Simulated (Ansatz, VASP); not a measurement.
## AgCl: VASP beside Ansatz

```
Ag Cl
1.0
    -2.14824    2.14824    3.01181
     2.14824   -2.14824    3.01181
     2.14824    2.14824   -3.01181
Ag Cl
1 1
Direct
  0.00000 0.00000 0.00000
  0.25000 0.75000 0.50000
```

Alike in both runs: task single point; functional r2SCAN; k mesh 10 × 10 × 10; occupations gaussian, width 0.02 eV; no spin polarisation.

```csv
,VASP,Ansatz
version,VASP 6.6.1,Ansatz 0.2.0
potentials or method,"VASP PAW PBE potentials, release 64 (Ag, Cl)","scalar-relativistic, plane waves, PAW"
plane-wave cutoff (eV),520,500
valence electrons in the cell,18,26
```

```tsv
	VASP	Ansatz	Ansatz less VASP
gap on the k mesh at the Fermi level (eV)	1.64	1.68	+0.047
least direct gap on the mesh (eV)	1.64	1.68	+0.047
pressure (GPa)	-1.2	-1.1	+0.06
```

The two sets of potentials don't hold the same shells in valence.

Caveats: the PAW data sets were made with another functional, which shifts forces and pressure a little (VASP). A k mesh can miss the band edges.
